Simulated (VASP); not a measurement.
CdO (Monteponite), 2 atoms in the cell. It takes space group Fm-3m (No. 225, cubic). The conventional cell has a = 4.699 Å, b = 4.699 Å, c = 4.699 Å, α = 90.00°, β = 90.00°, γ = 90.00°. Around Cd (site symmetry m-3m) lie 6 O at 2.35 Å. O (site symmetry m-3m) is surrounded by 6 Cd at 2.35 Å. 

```yaml
Program: VASP 6.6.1
Task: relaxation of cell and atoms
Functional: optB88-vdW
Potentials_or_basis: VASP PAW PBE potentials, release 64 (Cd, O)
Cutoff: 600 eV
k_mesh: 10 × 10 × 10
Occupations: fermi-dirac, width 0.05 eV
Spin: no spin polarisation
Further_INCAR_settings: ALGO = Fast; EDIFF = 1e-06; IBRION = 2; EDIFFG = -0.01; NSW = 40; ISIF = 3
```

Potentials or basis: VASP PAW PBE potentials, release 64 (Cd, O).

The run is started by

```sh
$ cat potpaw_PBE.64/Cd/POTCAR potpaw_PBE.64/O/POTCAR > POTCAR
$ mpirun -np 1 vasp_std > vasp.out
```

Hardware: 1 thread of Intel(R) Xeon(R) Platinum 8375C CPU @ 2.90GHz (Ice Lake) (shared host).

Task: Estimate the wall time of this run.

Result: Wall time 2.9 min on 1 thread of Intel(R) Xeon(R) Platinum 8375C CPU @ 2.90GHz (Ice Lake), on a shared host, peak memory 0.34 GiB. Counts: scf iterations 30, k points 47, ion steps 3.
